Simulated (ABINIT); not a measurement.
Runs of ABINIT 10.8.3 (patched build) on AgBr. The structure is cubic, space group Fm-3m (No. 225). The conventional cell has a = 5.740 Å, b = 5.740 Å, c = 5.740 Å, α = 90.00°, β = 90.00°, γ = 90.00°. Ag (site symmetry m-3m) has 6 Br at 2.87 Å as nearest neighbours. Br (site symmetry m-3m) has 6 Ag at 2.87 Å as nearest neighbours. 

```csv
potentials or basis,cutoff (eV),fine-grid cutoff,gap on the mesh (eV),pressure (GPa)
JTH PAW PBE v2.0,544,1088.46 eV,1.23,1.1
SG15 NC PBE v1.2,844,-,1.18,1.1
Ansatz NC r2SCAN,1469,-,1.30,1.1
PseudoDojo NC SR PBE v0.4.1 standard,1333,-,(b),0.5
"Ansatz PAW PBE default generated set, frozen core",490,979.61 eV,(a),1.0
```

Alike in all rows: task band structure; level r2SCAN; no spin polarisation; cell as given; k mesh 6 × 6 × 6; smearing fermi-dirac 0.05 eV.

Question: Fill in the values left out.

Answer: (a) 1.29; (b) 1.14.

Caveats: the PAW data sets were made with another functional, which shifts forces and pressure a little (some runs); the potentials were made for another functional, which shifts forces and pressure (some runs); a meta-GGA on potentials with a model core is unreliable (some runs).

A k mesh can miss the band edges, and the runs leave out spin-orbit coupling on Ag, Br.

The runs don't all hold the same shells in valence.
